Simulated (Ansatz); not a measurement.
**Hf$_{3}$Si$_{2}$ (P4/mbm): electronic heat capacity and spin susceptibility from the density of states**

Computed with DFT r2SCAN, scalar-relativistic, plane waves, PAW in Ansatz.

Plane waves to 500 eV, a k mesh through Γ of 6×6×10 on the computed 10-atom cell and Gaussian smearing (0.10 eV); no spin polarisation.

Relaxed cell: P4/mbm, a = 6.999 Å, b = 6.999 Å, c = 3.662 Å, α = 90.00°, β = 90.00°, γ = 90.00°, 10 atoms in the primitive cell. Whether it is the stable form of this composition wasn't checked.

The density of states at the Fermi level is 6.062 states/eV in the cell of 10 atoms (2 formula units; both spins, tetrahedra on a 9×9×15 mesh). Averaged over bins of 0.1 eV the density runs from 4.5 to 8.6 states/eV within 0.2 eV of the Fermi level, so the figure hangs on the exact place of that level.

Question: What Sommerfeld coefficient and Pauli susceptibility does this give?

Answer: Per formula unit N(E_F) = 3.031 states/eV. γ = (π²/3) k_B² N(E_F) N_A = 2.357 mJ/(mol K²) per state/eV, so γ = 7.1 mJ/(mol K²), a mole of formula units. χ_P = μ_B² N(E_F) N_A = 3.23×10⁻⁵ emu/mol per state/eV gives 9.8×10⁻⁵ emu/mol. This is the bare band result: a measured γ of the same phase is as a rule larger by a factor 1 + λ from phonons and spin fluctuations, the spin part of χ is larger by the Stoner factor, and a measured χ also holds orbital and core terms. N(E_F) at one energy is sensitive to the mesh where the density of states has sharp peaks.

Spin-orbit coupling is left out, which matters for the bands of heavy elements.

Cost: 1 run of about 4.9 core-minutes, on Intel Xeon 6975P-C (Granite Rapids) (shared hosts).